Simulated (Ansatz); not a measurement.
# ZrC: projected DOS by orbital

```xyz
4
Lattice="3.8882 0.0000 0.0000 -1.9441 3.3673 0.0000 0.0000 0.0000 4.7139" Properties=species:S:1:pos:R:3 pbc="T T T"
Zr    0.0000    2.2449   -0.2725
Zr    1.9441    1.1224    2.0845
C     0.0000    2.2449    2.0450
C     1.9441    1.1224    4.4019
```

Atoms are numbered in the order listed.

The cell was built from the wurtzite type and relaxed in the same program, and has space group P6_3mc; it needn't be a known or the stable phase.

Theory: Ansatz 0.2.0, DFT, PBE, all-electron LAPW, scalar-relativistic.

Sampling and basis: a Γ-centred 13×13×7 k mesh, Fermi–Dirac smearing of 0.05 eV, basis error target 0.5 meV/atom, no spin polarisation.

States per eV for one atom of each kind, in 0.4 eV bins named by their centres, from the Fermi level, projected on a minimal set of Löwdin-orthogonalised atomic shells; orbitals are real harmonics on the Cartesian axes, equal curves share a column, and empty bins are left out, as is all above 4.7 eV, near the top of the computed bands.

Zr1 4d:

```
# E all dz2 dxz=dyz dx2-y2=dxy
-9.9 0.01 0.00 0.00 0.00
-9.5 0.09 0.05 0.00 0.02
-9.1 0.49 0.31 0.00 0.09
-8.7 0.35 0.15 0.00 0.10
-8.3 0.06 0.01 0.00 0.03
-3.9 0.20 0.02 0.07 0.02
-3.5 0.52 0.04 0.16 0.08
-3.1 0.60 0.04 0.10 0.18
-2.7 0.42 0.02 0.07 0.13
-2.3 0.94 0.30 0.09 0.23
-1.9 1.05 0.38 0.14 0.20
-1.5 1.22 0.29 0.30 0.17
-1.1 0.53 0.08 0.15 0.07
-0.7 0.22 0.02 0.08 0.02
-0.3 0.05 0.01 0.02 0.00
0.1 0.09 0.00 0.04 0.00
0.5 0.30 0.00 0.12 0.02
0.9 0.45 0.01 0.14 0.09
1.3 0.50 0.02 0.11 0.13
1.7 0.75 0.04 0.14 0.22
2.1 0.77 0.07 0.16 0.19
2.5 0.72 0.07 0.20 0.13
2.9 0.72 0.03 0.19 0.15
3.3 0.76 0.06 0.19 0.16
3.7 0.79 0.08 0.15 0.20
4.1 1.32 0.10 0.32 0.29
4.5 1.32 0.11 0.38 0.23
```

C3 2p:

```
# E all pz px=py
-9.5 0.01 0.00 0.00
-9.1 0.01 0.01 0.00
-8.7 0.01 0.00 0.00
-3.9 0.27 0.16 0.06
-3.5 0.70 0.32 0.19
-3.1 0.81 0.18 0.31
-2.7 0.53 0.11 0.21
-2.3 1.22 0.38 0.42
-1.9 1.57 0.58 0.49
-1.5 2.05 0.70 0.68
-1.1 0.86 0.22 0.32
-0.7 0.20 0.09 0.05
-0.3 0.06 0.04 0.01
0.1 0.05 0.02 0.01
0.5 0.10 0.01 0.05
0.9 0.10 0.00 0.05
1.3 0.08 0.00 0.04
1.7 0.13 0.01 0.06
2.1 0.11 0.04 0.04
2.5 0.11 0.06 0.02
2.9 0.15 0.08 0.03
3.3 0.19 0.08 0.05
3.7 0.16 0.07 0.04
4.1 0.19 0.07 0.06
4.5 0.19 0.05 0.07
```

Zr1 5s:

```
# E all
-10.3 0.04
-9.9 0.10
-9.5 0.16
-9.1 0.18
-8.7 0.09
-8.3 0.01
-3.9 0.05
-3.5 0.12
-3.1 0.13
-2.7 0.04
-2.3 0.04
-1.9 0.02
-1.5 0.02
2.1 0.01
2.5 0.03
2.9 0.04
3.3 0.04
3.7 0.04
4.1 0.07
4.5 0.05
```

C3 2s:

```
# E all
-10.3 0.05
-9.9 0.14
-9.5 0.38
-9.1 1.21
-8.7 1.13
-8.3 0.25
-3.9 0.01
-3.5 0.02
-3.1 0.02
-2.7 0.01
-2.3 0.01
-1.9 0.02
-1.5 0.02
2.1 0.01
2.5 0.01
2.9 0.01
3.3 0.03
3.7 0.04
4.1 0.05
4.5 0.04
```
